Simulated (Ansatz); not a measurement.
## Zone-centre phonons of PbSe: input and output

Theory: DFT PBEsol, scalar-relativistic, plane waves, PAW in Ansatz 0.2.0.

Launched with:
```bash
ansatz run input.yaml --threads 1 --pin off --max-ram 4096MiB --backend cpu --events-out ev --progress --plain --runs-dir out
```

Input (bare energies are in eV):
```yaml
crystal:
  lattice:
    - [0.0, 3.0515521522, 3.0515521522]
    - [3.0515521522, 0.0, 3.0515521522]
    - [3.0515521522, 3.0515521522, 0.0]
  atoms:
    - { symbol: Pb, position: [0.0, 0.0, 0.0] }
    - { symbol: Se, position: [0.5, 0.5, 0.5] }
basis:
  ecutwfc: 420
kpoints:
  mp_grid: { grid: [10, 10, 10] }
hamiltonian:
  xc: pbesol
scf:
  occupations: { method: gaussian, width: 0.01 }
output:
  eigenvalues: true
phonons:
  method: dfpt
  eigenvectors: true
```

Results section of the output:
```
--- Phonons (Γ-DFPT): 2 representative perturbations + reference, on 102 of 1000 k-points (Σ response iterations 6) ---
  k mesh reduced under 8 symmetry operations, with k and −k counted as one. Each operation leaves every solved perturbation unchanged. A smaller set is not used because it would not reduce the number of displacements ...
  ASR residual: 5.379e-5 → 0.000e0 eV/Å²; symmetrization residual: 9.638e-6 eV/Å²
  ASR residual per site (eV/Å²): 5.38e-5 8.55e-6
  Γ frequencies (cm⁻¹): 0.00 0.00 0.00 44.92 44.92 44.92
  non-analytic LO–TO correction: not included (Born effective charges unavailable; polar crystals: no LO–TO splitting at Γ)
```

The run took 24 s on 1 thread of Intel(R) Xeon(R) Platinum 8488C (Sapphire Rapids), with other jobs on the host, peak memory 0.65 GiB.

Spin–orbit coupling is left out, which can shift energies with elements as heavy as these.